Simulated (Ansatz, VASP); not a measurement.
**One calculation of Sb, two programs**

```xyz
1
Lattice="-1.8837 1.8837 1.8837 1.8837 -1.8837 1.8837 1.8837 1.8837 -1.8837" Properties=species:S:1:pos:R:3 pbc="T T T"
Sb    0.0000    0.0000    0.0000
```

Change from the starting cell: volume scaled by 1.02.

Alike in both runs: task single point; functional PBEsol; k mesh 10 × 10 × 10; occupations fermi-dirac, width 0.05 eV; no spin polarisation.

|  | VASP | Ansatz |
| --- | --- | --- |
| version | VASP 6.6.1 | Ansatz 0.2.0 |
| potentials or method | VASP PAW PBE potentials, release 64 (Sb) | Ansatz PAW |
| plane-wave cutoff (eV) | 520 | 420 |
| valence electrons in the cell | 5 | 15 |

```csv
,VASP,Ansatz,Ansatz less VASP
gap on the k mesh at the Fermi level (eV),none,none,-
pressure (GPa),-1.3,-1.3,+0.01
```

A gap of «none» marks a metal or a gap that the smearing closes. The two sets of potentials don't hold the same shells in valence.

Caveats: the PAW data sets were made with another functional, which shifts forces and pressure a little (VASP); the PAW data sets come from PBE, with cores solved anew for the run's functional, which leaves a small shift of forces and pressure (Ansatz). Spin-orbit coupling is left out, which matters for the levels of Sb.
